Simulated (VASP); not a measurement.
# PbS (Galena) (Fm-3m) in VASP: a series of runs

One crystal, PbS (Galena), is run at these levels: LDA; tasks: relaxation of the atoms.

Everything below comes from runs of VASP 6.6.1. Logs are shortened: lines on timing, memory, paths and dates and some standing lists are left out, and cuts for length are marked.

### 1 The undisturbed crystal

Symmetry: Fm-3m, No. 225, cubic system. Conventional cell: a = 5.931 Å, b = 5.931 Å, c = 5.931 Å, α = 90.00°, β = 90.00°, γ = 90.00°. Pb (site symmetry m-3m) is surrounded by 6 S at 2.97 Å. S (site symmetry m-3m) has 6 Pb at 2.97 Å as nearest neighbours.

### 2 Relaxation of the atoms, LDA (a relaxed cell with its volume scaled by 1.04)

Input file INCAR:

```
SYSTEM = PbS
  ALGO = Fast
  EDIFF = 1E-7
  EDIFFG = -0.01
  ENCUT = 600
  IBRION = 2
  ISIF = 2
  ISMEAR = 0
  LASPH = .True.
  LCHARG = .False.
  LREAL = .False.
  LWAVE = .False.
  NELM = 80
  NSW = 40
  PREC = Accurate
  SIGMA = 0.03
```

Input file KPOINTS:

```
k-points
0
Gamma
  8 8 8
  0 0 0
```

Input file POSCAR:

```
PbS                                     
1.0
    0.0000000000      2.9625937568      2.9625937568
    2.9625937568      0.0000000000      2.9625937568
    2.9625937568      2.9625937568      0.0000000000
  Pb              S             
     1     1
Direct
     0.0000000000000000    0.0000000000000000    0.0000000000000000
     0.5000000000000000    0.5000000000000000    0.5000000000000000
```

Potentials or basis: VASP PAW LDA potentials, release 64 (Pb_d, S).

On the command line:

```bash
cat potpaw_LDA.64/Pb_d/POTCAR potpaw_LDA.64/S/POTCAR > POTCAR
mpirun -np 1 vasp_std > vasp.out
```

OUTCAR:

```text
SYSTEM = PbS
   EDIFF = 1E-7
   EDIFFG = -0.01
   ENCUT = 600
   IBRION = 2
   ISIF = 2
   ISMEAR = 0
   LASPH = .True.
   LREAL = .False.
   NELM = 80
   NSW = 40
   PREC = Accurate

 ion  position               nearest neighbor table
   1  0.000  0.000  0.000-   2 2.96   2 2.96   2 2.96   2 2.96   2 2.96   2 2.96
   2  0.500  0.500  0.500-   1 2.96   1 2.96   1 2.96   1 2.96   1 2.96   1 2.96

  LATTYP: Found a face centered cubic cell.
 ALAT       =     5.9251875136

  Lattice vectors:

 A1 = (   0.0000000000,   2.9625937568,   2.9625937568)
 A2 = (   2.9625937568,   0.0000000000,   2.9625937568)
 A3 = (   2.9625937568,   2.9625937568,   0.0000000000)

Analysis of symmetry for initial positions (statically):
=====================================================================
 Subroutine PRICEL returns:
 Original cell was already a primitive cell.

 Routine SETGRP: Setting up the symmetry group for a
 face centered cubic supercell.

 Subroutine GETGRP returns: Found 48 space group operations
 (whereof 48 operations were pure point group operations)
 out of a pool of 48 trial point group operations.

The static configuration has the point symmetry O_h .

Analysis of symmetry for dynamics (positions and initial velocities):
=====================================================================
 Subroutine PRICEL returns:
 Original cell was already a primitive cell.

 Routine SETGRP: Setting up the symmetry group for a
 face centered cubic supercell.

 Subroutine GETGRP returns: Found 48 space group operations
 (whereof 48 operations were pure point group operations)
 out of a pool of 48 trial point group operations.

The dynamic configuration has the point symmetry O_h .

 Subroutine INISYM returns: Found 48 space group operations
 (whereof 48 operations are pure point group operations),
 and found     1 'primitive' translations

----------------------------------------------------------------------------------------

                                     Primitive cell

  volume of cell :      52.0051

  direct lattice vectors                    reciprocal lattice vectors
     0.000000000  2.962593757  2.962593757    -0.168771030  0.168771030  0.168771030
     2.962593757  0.000000000  2.962593757     0.168771030 -0.168771030  0.168771030
     2.962593757  2.962593757  0.000000000     0.168771030  0.168771030 -0.168771030

  length of vectors
     4.189740271  4.189740271  4.189740271     0.292319999  0.292319999  0.292319999

  position of ions in fractional coordinates (direct lattice)
     0.000000000  0.000000000  0.000000000
     0.500000000  0.500000000  0.500000000

  ion indices of the primitive-cell ions
   primitive index   ion index
                 1           1
                 2           2

----------------------------------------------------------------------------------------

 KPOINTS: k-points

Automatic generation of k-mesh.
 Grid dimensions read from file:
 generate k-points for:    8    8    8

 Generating k-lattice:

  Cartesian coordinates                     Fractional coordinates (reciprocal lattice)
    -0.021096379  0.021096379  0.021096379     0.125000000  0.000000000  0.000000000
     0.021096379 -0.021096379  0.021096379     0.000000000  0.125000000  0.000000000
     0.021096379  0.021096379 -0.021096379     0.000000000  0.000000000  0.125000000

  Length of vectors
     0.036540000  0.036540000  0.036540000

  Shift w.r.t. Gamma in fractional coordinates (k-lattice)
     0.000000000  0.000000000  0.000000000

 Subroutine IBZKPT returns following result:
 ===========================================

 Found     29 irreducible k-points:

 Following reciprocal coordinates:
            Coordinates               Weight
  0.000000  0.000000  0.000000      1.000000
  0.125000  0.000000  0.000000      8.000000
  0.250000  0.000000  0.000000      8.000000
  0.375000  0.000000  0.000000      8.000000
  0.500000  0.000000  0.000000      4.000000
  0.125000  0.125000  0.000000      6.000000
[... 16 lines left out ...]
  0.500000  0.250000  0.125000     48.000000
 -0.375000  0.250000  0.125000     24.000000
 [... further k-points ...]
   k-points           NKPTS =     29   k-points in BZ     NKDIM =     29   number of bands    NBANDS=     14
   number of dos      NEDOS =    301   number of ions     NIONS =      2
   total plane-waves  NPLWV =  46656
   dimension x,y,z NGX =    36 NGY =   36 NGZ =   36
   dimension x,y,z NGXF=    72 NGYF=   72 NGZF=   72
   ions per type =               1   1
   NGX,Y,Z   is equivalent  to a cutoff of  14.28, 14.28, 14.28 a.u.
   NGXF,Y,Z  is equivalent  to a cutoff of  28.57, 28.57, 28.57 a.u.
 SYSTEM =  PbS
   PREC   = accura    normal or accurate (medium, high low for compatibility)
   ISTART =      0    job   : 0-new  1-cont  2-samecut
   ICHARG =      2    charge: 1-file 2-atom 10-const
   ISPIN  =      1    spin polarized calculation?
   LNONCOLLINEAR =      F non collinear calculations
   LSORBIT =      F    spin-orbit coupling
   LASPH  =      T    aspherical Exc in radial PAW
   ENCUT  =  600.0 eV  44.10 Ry    6.64 a.u.   8.37  8.37  8.37*2*pi/ulx,y,z
   NELM   =     80;   NELMIN=  2; NELMDL= -5     # of ELM steps
   EDIFF  = 0.1E-06   stopping-criterion for ELM
   LREAL  =      F    real-space projection
   EDIFFG = -.1E-01   stopping-criterion for IOM
   NSW    =     40    number of steps for IOM
   IBRION =      2    ionic relax: 0-MD 1-quasi-New 2-CG
   NFREE  =      1    steps in history (QN), initial steepest desc. (CG)
   ISIF   =      2    stress and relaxation
   ISYM   =      2    0-nonsym 1-usesym 2-fastsym
   POTIM  = 0.5000    time-step for ionic-motion
   TEBEG  =    0.0;   TEEND  =   0.0 temperature during run
   PSTRESS=    0.0 pullay stress
   NELECT =      20.0000    total number of electrons
   NUPDOWN=      -1.0000    fix difference up-down
   EMIN   =  10.00;   EMAX   =-10.00  energy-range for DOS
   EFERMI =   0.00;   METHOD = LEGACY
   ISMEAR =     0;   SIGMA  =   0.03  broadening in eV -4-tet -1-fermi 0-gaus
   EFERMI_NEDOS =   21; number of points for ismear=-14 and -15
   IALGO  =     68    algorithm
   IMIX   =      4    mixing-type and parameters
     AMIX     =   0.40;   BMIX     =  1.00
     AMIX_MAG =   1.60;   BMIX_MAG =  1.00
  volume/ion in A,a.u.               =      26.00       175.47
  Fermi-wavevector in a.u.,A,eV,Ry     =   1.190518  2.249753 19.283996  1.417334
  Thomas-Fermi vector in A             =   2.326601
   LORBIT       =      0    0 simple, 1 ext, 2 COOP (PROOUT), +10 PAW based schemes
   GGA     = CA    functional components
   LHFCALC =     F    Hartree Fock is set to
   AEXX    =    0.0000 exact exchange contribution
   IVDW    =     0    specifies the selected vdW correction
   LEPSILON=     F    determine dielectric tensor
   LRPA    =     F    only Hartree local field effects (RPA)
 conjugate gradient relaxation of ions
 non-spin polarized calculation
 RMM-DIIS sequential band-by-band and
 Gauss-broadening in eV      SIGMA  =   0.03
  energy-cutoff  :      600.00
  volume of cell :       52.01
 maximum number of plane-waves:      1807
 NGX is ok and might be reduce to    36
   NGX = 17   NGY = 17   NGZ = 17

 number of electron      20.0000002 magnetization

 Free energy of the ion-electron system (eV)
  ---------------------------------------------------
  ext. energy  EPLUGINS =         0.00000000
  ---------------------------------------------------
  free energy    TOTEN  =        -9.98481485 eV

  energy without entropy =       -9.98481484  energy(sigma->0) =       -9.98481484

 E-fermi :   5.7408     XC(G=0): -10.0436

 val. band max:        5.6432395255   @ k =   0.5000   0.0000   0.0000
 cond. band min:       5.8384124195   @ k =   0.5000   0.0000   0.0000
 fundamental gap:      0.1951728941
 Fermi energy:         5.7408235219

 k-point     1 :       0.0000    0.0000    0.0000
  band No.  band energies     occupation
      1     -11.1424      2.00000
      2     -11.1424      2.00000
      3     -11.1424      2.00000
      4     -11.1334      2.00000
      5     -11.1334      2.00000
      6      -7.9613      2.00000
      7      -0.4376      2.00000
      8       3.4606      2.00000
      9       3.4606      2.00000
     10       3.4606      2.00000
     11      10.7180      0.00000
     12      10.7187      0.00000
     13      10.7188      0.00000
     14      12.2749      0.00000

 k-point     2 :       0.1250    0.0000    0.0000
  band No.  band energies     occupation
      1     -11.1416      2.00000
      2     -11.1413      2.00000
      3     -11.1413      2.00000
      4     -11.1322      2.00000
      5     -11.1322      2.00000
      6      -7.8243      2.00000
      7      -0.8946      2.00000
      8       3.5035      2.00000
      9       3.5035      2.00000
     10       3.7965      2.00000
     11       9.4938      0.00000
     12       9.9434      0.00000
     13       9.9434      0.00000
     14      12.1874      0.00000

 k-point     3 :       0.2500    0.0000    0.0000
  band No.  band energies     occupation
      1     -11.1511      2.00000
      2     -11.1511      2.00000
      3     -11.1404      2.00000
      4     -11.1166      2.00000
      5     -11.1166      2.00000
      6      -7.4419      2.00000
      7      -1.8798      2.00000
      8       3.6260      2.00000
      9       3.6260      2.00000
     10       4.4473      2.00000
     11       7.8664      0.00000
     12       8.7324      0.00000
     13       8.7324      0.00000
     14      12.3478      0.00000

 k-point     4 :       0.3750    0.0000    0.0000
  band No.  band energies     occupation
      1     -11.1620      2.00000
      2     -11.1620      2.00000
      3     -11.1396      2.00000
      4     -11.0999      2.00000
      5     -11.0999      2.00000
      6      -6.9393      2.00000
      7      -2.8590      2.00000
      8       3.7859      2.00000
      9       3.7859      2.00000
     10       5.0776      2.00000
     11       6.6209      0.00000
     12       7.8131      0.00000
     13       7.8131      0.00000
     14      13.2039      0.00000

 k-point     5 :       0.5000    0.0000    0.0000
  band No.  band energies     occupation
      1     -11.1665      2.00000
      2     -11.1665      2.00000
      3     -11.1395      2.00000
      4     -11.0930      2.00000
      5     -11.0930      2.00000
      6      -6.6631      2.00000
      7      -3.3100      2.00000
      8       3.8683      2.00000
      9       3.8683      2.00000
     10       5.6432      2.00000
     11       5.8384      0.00000
[... 276 lines left out ...]
 k-point    22 :       0.3750    0.2500    0.1250
  band No.  band energies     occupation
      1     -11.1831      2.00000
      2     -11.1463      2.00000
      3     -11.1378      2.00000
      4     -11.1120      2.00000
      5     -11.1047      2.00000
      6      -7.1096      2.00000
      7      -2.0802      2.00000
      8       2.4900      2.00000
      9       3.3939      2.00000
     10       4.3270      2.00000
     11       7.5146      0.00000
     12       8.9255      0.00000
     13       9.7146      0.00000
     14      11.8392      0.00000

 k-point    23 :       0.5000    0.2500    0.1250
  band No.  band energies     occupation
      1     -11.1986      2.00000
      2     -11.1455      2.00000
      3     -11.1364      2.00000
      4     -11.1074      2.00000
      5     -11.0961      2.00000
      6      -6.6602      2.00000
      7      -2.6539      2.00000
      8       2.1537      2.00000
      9       2.9467      2.00000
     10       4.4560      2.00000
     11       7.3403      0.00000
     12       8.7464      0.00000
     13       9.6358      0.00000
     14      12.5796      0.00000

 k-point    24 :      -0.3750    0.2500    0.1250
  band No.  band energies     occupation
      1     -11.2043      2.00000
      2     -11.1492      2.00000
      3     -11.1272      2.00000
      4     -11.1124      2.00000
      5     -11.0908      2.00000
      6      -6.4292      2.00000
      7      -2.9415      2.00000
      8       2.1469      2.00000
      9       2.5769      2.00000
     10       4.6470      2.00000
     11       7.0521      0.00000
     12       8.9405      0.00000
     13       9.5785      0.00000
     14      13.5325      0.00000

 [... further k-points ...]
[... 5 lines left out ...]
  --------------------------------------------------------------------------------------
  -------------------------------------------------------------------------------------
  Total       -0.7505388     -0.7505388     -0.7505388      0.0000000     -0.0000000     -0.0000000
  in kB      -23.1226409    -23.1226409    -23.1226409      0.0000000     -0.0000000     -0.0000000
  external PRESSURE =     -23.1226409 kB  Pullay stress =       0.0000000 kB

 VOLUME and BASIS-vectors are now :
 -----------------------------------------------------------------------------
  energy-cutoff  :      600.00
  volume of cell :       52.01
      direct lattice vectors                 reciprocal lattice vectors
     0.000000000  2.962593757  2.962593757    -0.168771030  0.168771030  0.168771030
     2.962593757  0.000000000  2.962593757     0.168771030 -0.168771030  0.168771030
     2.962593757  2.962593757  0.000000000     0.168771030  0.168771030 -0.168771030

 POSITION                                       TOTAL-FORCE (eV/Angst)
 -----------------------------------------------------------------------------------
      0.00000      0.00000      0.00000         0.000000      0.000000      0.000000
      2.96259      2.96259      2.96259        -0.000000     -0.000000     -0.000000
 -----------------------------------------------------------------------------------
    total drift:                                0.000000      0.000000      0.000000

  FREE ENERGIE OF THE ION-ELECTRON SYSTEM (eV)
  ---------------------------------------------------
  free  energy   TOTEN  =        -9.9848148460 eV

  energy  without entropy=       -9.9848148393  energy(sigma->0) =       -9.98481484

 reached required accuracy - stopping structural energy minimisation
```

Run time: 13 s. Hardware: 1 thread of Intel Xeon 6975P-C (Granite Rapids), shared host; peak memory 0.19 GiB.

Results:

```
Free energy             : -9.9848 eV
Pressure after relaxing : -2.3 GPa
Band gap on the k mesh  : 0.20 eV, direct
```

Final structure:
```
Pb S
1.0
     0.00000    2.96259    2.96259
     2.96259    0.00000    2.96259
     2.96259    2.96259    0.00000
Pb S
1 1
Direct
  0.00000 0.00000 0.00000
  0.50000 0.50000 0.50000
```

Caveat: the relaxation stopped at its first step, so nothing moved; spin-orbit coupling is left out, which as a rule narrows the gap of such compounds by several tenths of an eV.

(Continued in part 2 of 2.)
